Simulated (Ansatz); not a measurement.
Crystal: Se.

```xyz
3
Lattice="4.3662 0.0000 0.0000 -2.1831 3.7812 0.0000 0.0000 0.0000 4.9536" Properties=species:S:1:pos:R:3 pbc="T T T"
Se    1.6910    2.9289    0.0000
Se   -0.4921    0.8523    3.3024
Se    0.9841    0.0000    1.6512
```

```yaml
Program: Ansatz 0.2.0
Task: relaxation of cell and atoms
Functional: PBE
Potentials_or_basis: Ansatz PAW
Cutoff: "420 eV (not typed: the program's choice for these potentials)"
k_mesh: 7 × 7 × 6
Occupations: fermi-dirac, width 0.05 eV
Spin: no spin polarisation
```

At the start: volume 27.26 Å³/atom.

Question: Where does the relaxation end?

Answer: It ends after 7 steps and the volume is 29.77 Å³/atom (+9.2 %); space group P3_121 (No. 152, to 0.05 Å).

The path:
```tsv
step	energy change (eV)	largest force (eV/Å)	volume (Å³)
1	0.0000	0.4013	81.78
2	-0.0345	0.0077	89.26
3	-0.0374	0.0153	88.23
4	-0.0376	0.0096	88.31
5	-0.0378	0.0015	88.75
6	-0.0379	0.0003	89.32
7	-0.0382	0.0000	89.32
```

Final structure:
```
Se
1.0
     4.52130    0.00000    0.00000
    -2.26065    3.91556    0.00000
     0.00000    0.00000    5.04519
Se
3
Direct
  0.78118 0.78118 0.00000
  0.00000 0.21882 0.66667
  0.21882 0.00000 0.33333
```

Caveat: the plane-wave basis is chosen anew once the cell has moved, so the energies of steps on either side of that aren't comparable.
